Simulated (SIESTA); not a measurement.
ZrB2:

```
Zr B
1.0
     3.17000    0.00000    0.00000
    -1.58500    2.74530    0.00000
     0.00000    0.00000    3.53300
Zr B
1 2
Direct
  0.00000 0.00000 0.00000
  0.66667 0.33333 0.50000
  0.33333 0.66667 0.50000
```

```yaml
Program: SIESTA 5.4.2
Task: single point
Functional: PBE
Potentials_or_basis: PseudoDojo 0.4 standard (PBE files)
Basis: DZP (energy shift 0.003 Ry; two zetas on semicore shells)
Grid_cutoff: 800 Ry
Energy_shift: 0.003 Ry
k_mesh: 10 × 10 × 8
Occupations: fermi-dirac, width 0.05 eV
Spin: no spin polarisation
```

On this cell: pressure 1.7 GPa; largest force under 0.003 eV/Å; band gap on the k mesh none (metal or under the smearing width).

The same run follows on a disturbed copy (atoms moved at random, drawn with an rms of 0.05 Å):

```
Zr B
1.0
     3.17000    0.00000    0.00000
    -1.58500    2.74530    0.00000
     0.00000    0.00000    3.53300
Zr B
1 2
Cartesian
  -0.0317 0.0579 -0.0309
  1.5522 0.9061 1.7516
  0.0305 1.8258 1.8164
```

Q: What does the disturbed cell give?

A: The energy (extrapolated to zero smearing) moves by +28.9 meV/atom; pressure 2.7 GPa; largest force 1.283 eV/Å; band gap on the k mesh none (metal or under the smearing width).

Forces on the atoms (eV/Å):
```
Zr   0.375 -0.843  0.716
B    0.581  0.398  0.015
B   -0.956  0.445 -0.730
```

Stress tensor (GPa, compression positive):
```
 3.58  0.18  0.45
 0.18  3.40 -0.75
 0.45 -0.75  1.20
```

Caveats: the basis of atomic orbitals isn't converged, which shifts pressures, moduli and gaps.
